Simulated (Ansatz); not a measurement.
## AlN: rattling a relaxed structure

The cell was found from a structure generator's guess, not taken from experiment.

All numbers below come from Ansatz 0.2.0, DFT PBE, scalar-relativistic, plane waves, PAW. Cutoff 420 eV; k points 16×16×16 on the computed 4-atom cell (Γ-centred); Gaussian smearing, width 0.02 eV; no spin polarisation.

The cell below (4 atoms, space group Imm2 (No. 44)) is relaxed within its symmetry.

```
Al N
1.0
    -1.40884    1.60324    4.97538
     1.40884   -1.60324    4.97538
     1.40884    1.60324   -4.97538
Al N
2 2
Direct
  0.55563 0.55563 0.00000
  0.81561 0.81561 0.00000
  0.94761 0.44761 0.50000
  0.68115 0.18115 0.50000
```

For the test a repeat of it with 8 atoms (edges 4.27, 4.27, 5.41 Å) was strained at random (σ = 1.5 % a component), the atoms were moved at random (σ = 0.15 Å), and all was relaxed again on a coarse 4×4×4 mesh (in the run’s order of axes) with 0.10 eV smearing, with no symmetry imposed.

Task: Does it come back?

Result: It doesn't return. The energy falls by 531 meV/atom on that mesh, the volume changes by -5.1 %, and the end has space group F-43m (No. 216) at a loose tolerance. Relaxed again on a 10×10×10 mesh with 0.02 eV smearing, the new structure lies 531 meV/atom below the first (mesh in the axes of the run's cell; the cell below is made exact in the group named). Space group F-43m (No. 216), cubic, a = 4.403 Å. Al has 4 N at 1.91 Å; N is surrounded by 4 Al at 1.91 Å.

```cif
data_structure
_symmetry_space_group_name_H-M 'F-43m'
_symmetry_Int_Tables_number 216
_cell_length_a 4.4030
_cell_length_b 4.4030
_cell_length_c 4.4030
_cell_angle_alpha 90.000
_cell_angle_beta 90.000
_cell_angle_gamma 90.000
_cell_volume 85.36
loop_
_atom_site_label
_atom_site_type_symbol
_atom_site_symmetry_multiplicity
_atom_site_Wyckoff_symbol
_atom_site_fract_x
_atom_site_fract_y
_atom_site_fract_z
_atom_site_occupancy
Al1 Al 4 c 0.25000 0.25000 0.25000 1
N1 N 4 b 0.50000 0.00000 0.00000 1
```
